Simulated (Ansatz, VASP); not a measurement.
**Two plane-wave programs on CdSe (Cadmoselite)**

The input INCAR:

```
SYSTEM = CdSe
AGGAC = 1.0
AGGAX = 1.0
ALDAC = 0.0
ALDAX = 1.0
ALGO = Normal
EDIFF = 1E-6
ENCUT = 520
GGA = B5
ISIF = 2
ISMEAR = -1
LASPH = .TRUE.
LCHARG = .FALSE.
LREAL = .FALSE.
LWAVE = .FALSE.
NBANDS = 26
NELM = 100
PREC = Accurate
SIGMA = 0.05
```

File KPOINTS:

```
k-points
0
G
  7 7 4
  0 0 0
```

The input POSCAR:

```
CdSe
1.0
    4.2711400700      0.0000000000      0.0000000000
   -2.1355700350      3.6989158038      0.0000000000
    0.0000000000      0.0000000000      6.9728844864
Cd Se
2 2
Direct
    0.6666666667      0.3333333333      0.5000000000
    0.3333333333      0.6666666667      0.0000000000
    0.6666666667      0.3333333333      0.8850000000
    0.3333333333      0.6666666667      0.3850000000
```

input.yaml

```yaml
crystal:
  lattice:
    - [4.27114007, 0.0, 0.0]
    - [-2.135570035, 3.6989158038, 0.0]
    - [0.0, 0.0, 6.9728844864]
  atoms:
    - { symbol: Cd, position: [0.6666666667, 0.3333333333, 0.5] }
    - { symbol: Cd, position: [0.3333333333, 0.6666666667, 0.0] }
    - { symbol: Se, position: [0.6666666667, 0.3333333333, 0.885] }
    - { symbol: Se, position: [0.3333333333, 0.6666666667, 0.385] }
hamiltonian:
  xc: blyp
  pseudopotentials: { kind: paw }
kpoints:
  mp_grid: { grid: [7, 7, 4] }
scf:
  occupations: { method: fermi_dirac, width: 0.05 }
output:
  forces: true
  stress: true
  eigenvalues: true
  write_density: true
  write_potential: true
  elf: true
  volumetric_format: npy
```

Alike in both runs: task single point; functional BLYP; k mesh 7 × 7 × 4; occupations fermi-dirac, width 0.05 eV; no spin polarisation.

```csv
,VASP,Ansatz
version,VASP 6.6.1,Ansatz 0.2.0
potentials or method,"VASP PAW PBE potentials, release 64 (Cd, Se)",Ansatz PAW
plane-wave cutoff (eV),520,420
valence electrons in the cell,36,72
```

Ansatz gave:

| Item | Value |
| --- | --- |
| gap on the k mesh at the Fermi level (eV) | 0.68 |
| least direct gap on the mesh (eV) | 0.68 |
| pressure (GPa) | 7.3 |
| largest component of the traceless stress (GPa) | 1.57 |
| rms of the force components (eV/Å) | 0.188 |

Question: Which values does VASP return?

Answer: gap on the k mesh at the Fermi level (eV): 0.71; least direct gap on the mesh (eV): 0.71; pressure (GPa): 7.8; largest component of the traceless stress (GPa): 1.65; rms of the force components (eV/Å): 0.196.

Atom by atom the forces differ by 0.008 eV/Å (rms over components). With one functional, cell and mesh, what is left measures potentials, basis and numerics. The two sets of potentials don't hold the same shells in valence.

Caveats: the PAW data sets were made with another functional, which shifts forces and pressure a little (VASP); odd divisions of the mesh miss points on the zone boundary, where band edges often lie, so the gap on the mesh can be too wide (Ansatz); the PAW data sets come from PBE, with cores solved anew for the run's functional, which leaves a small shift of forces and pressure (Ansatz). A hybrid or GW would open this gap; BLYP tends to underestimate it.
